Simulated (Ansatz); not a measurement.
## TePb: single point with PBE

Crystal: TePb.

```
Pb Te
1.0
     4.00229    0.00000    0.00000
     0.00000    4.00229    0.00000
     0.00000    0.00000    4.00229
Pb Te
1 1
Direct
  0.00000 0.00000 0.00000
  0.50000 0.50000 0.50000
```

Measurements of this composition are mostly on another form, of space group No. 225.

* Program: Ansatz 0.2.0
* Task: single point
* Functional: PBE
* Potentials or basis: all-electron LAPW, scalar-relativistic
* Cutoff: 147 eV (chosen from the basis error)
* Basis error allowed: 0.001 eV/atom
* k mesh: 7 × 7 × 7
* Occupations: gaussian, width 0.013 eV
* Spin: no spin polarisation

```yaml
Pressure: 0.1 GPa
Band_gap_on_the_k_mesh: none (metal or under the smearing width)
```

Levels at points of the mesh, in eV from the Fermi level:
```csv
k point,band 26,band 27,band 28,band 29,band 30,band 31,band 32,band 33,band 34,band 35
"(0.00, 0.00, 0.00)",-12.17,-6.79,-1.57,-1.57,-1.57,4.01,4.01,5.22,5.22,5.22
```

It took 12 s on 1 thread of Arm Neoverse N1, on a shared host, peak memory 0.27 GiB.

Spin-orbit coupling is left out, which matters for the levels of Pb, Te.
